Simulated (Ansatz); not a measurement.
**Cr: how well frozen cores do**

Does the method matter for Cr? The same cell, functional and mesh are run with all-electron LAPW, PAW on the default files and datasets made for this crystal.

This is Cr in the simple cubic structure; at room conditions it is bcc.

Program: Ansatz 0.2.0. Level of theory: DFT PBE, scalar-relativistic. These are calculated values, not measurements.

1 further run of the same task is left out (set aside as unsound or not needed).

## (1) The structure to begin with

Symmetry: Pm-3m, No. 221, cubic system. The conventional cell has a = 2.341 Å, b = 2.341 Å, c = 2.341 Å, α = 90.00°, β = 90.00°, γ = 90.00°. Around Cr (site symmetry m-3m) lie 6 Cr at 2.34 Å.

As a file:

```cif
data_structure
_symmetry_space_group_name_H-M 'Pm-3m'
_symmetry_Int_Tables_number 221
_cell_length_a 2.3407
_cell_length_b 2.3407
_cell_length_c 2.3407
_cell_angle_alpha 90.000
_cell_angle_beta 90.000
_cell_angle_gamma 90.000
_cell_volume 12.82
loop_
_atom_site_label
_atom_site_type_symbol
_atom_site_symmetry_multiplicity
_atom_site_Wyckoff_symbol
_atom_site_fract_x
_atom_site_fract_y
_atom_site_fract_z
_atom_site_occupancy
Cr1 Cr 1 a 0.00000 0.00000 0.00000 1
```

The file gives the conventional cell by its symmetry; the runs use the cell typed in the input.

The cell was relaxed by PAW from a hypothetical start (sc type); it needn't be the stable phase of this composition.

## (2) All-electron LAPW

The input, input.yaml:

```yaml
crystal:
  lattice:
    - [2.3406740647, 0.0, 0.0]
    - [0.0, 2.3406740647, 0.0]
    - [0.0, 0.0, 2.3406740647]
  atoms:
    - { symbol: Cr, position: [0.0, 0.0, 0.0], spin: 3.0 }
magnetization:
  spin_polarized: true
kpoints:
  mp_grid: { grid: [16, 16, 16] }
  band_path:
    path:
      - [0.0, 0.0, 0.0]
      - [0.0, 0.5, 0.0]
      - [0.5, 0.5, 0.0]
      - [0.0, 0.0, 0.0]
      - [0.5, 0.5, 0.5]
      - [0.0, 0.5, 0.0]
      - [0.5, 0.5, 0.5]
      - [0.5, 0.5, 0.0]
    npoints: 8
scf:
  occupations: { method: fermi_dirac, width: 0.05 }
hamiltonian:
  xc: pbe
  pseudopotentials: { kind: all_electron, lapw: { basis_error: 0.00025 } }
output:
  forces: true
  stress: true
  eigenvalues: true
  populations: true
  dos: { projected: true, de: 0.2, e_range: [-14, 8] }
```

## (3) PAW on the default files

input.yaml: that of step 2 with these lines changed.

```diff
@@ -26,3 +26,3 @@
   xc: pbe
-  pseudopotentials: { kind: all_electron, lapw: { basis_error: 0.00025 } }
+  pseudopotentials: { kind: paw }
 output:
@@ -31,3 +31,5 @@
   eigenvalues: true
+  efg: { contact_densities: true }
   populations: true
+  bader: true
   dos: { projected: true, de: 0.2, e_range: [-14, 8] }
```

## (4) Datasets made for this crystal

input.yaml: that of step 3 with these lines changed.

```diff
@@ -26,3 +26,3 @@
   xc: pbe
-  pseudopotentials: { kind: paw }
+  pseudopotentials: { kind: all_electron, datasets: crystal }
 output:
@@ -32,4 +32 @@
   efg: { contact_densities: true }
-  populations: true
-  bader: true
-  dos: { projected: true, de: 0.2, e_range: [-14, 8] }
```

(Steps that only read results are left out.)

Q: Predict the outcome of this session. Wanted: pressure; gap.

As calculated:

| quantity | value |
| --- | --- |
| pressure | LAPW -0.06, PAW 0.00, crystal datasets -0.06 GPa |
| gap (LAPW) | none |

The pressure is within half a GPa of zero, so the volume is close to equilibrium at this level. Bands cross the Fermi level: the crystal is a metal at this level. Cr 3d carries the largest share, 98 %, of the projected states within 0.3 eV of the Fermi level. The projection holds only the free atom's occupied shells (Cr 4s, Cr 3d in this range). PAW lies +0.06 GPa from LAPW in pressure. The price, with the outputs that each input asks for: 41 s for LAPW against 11 s for PAW, about 4 to one.
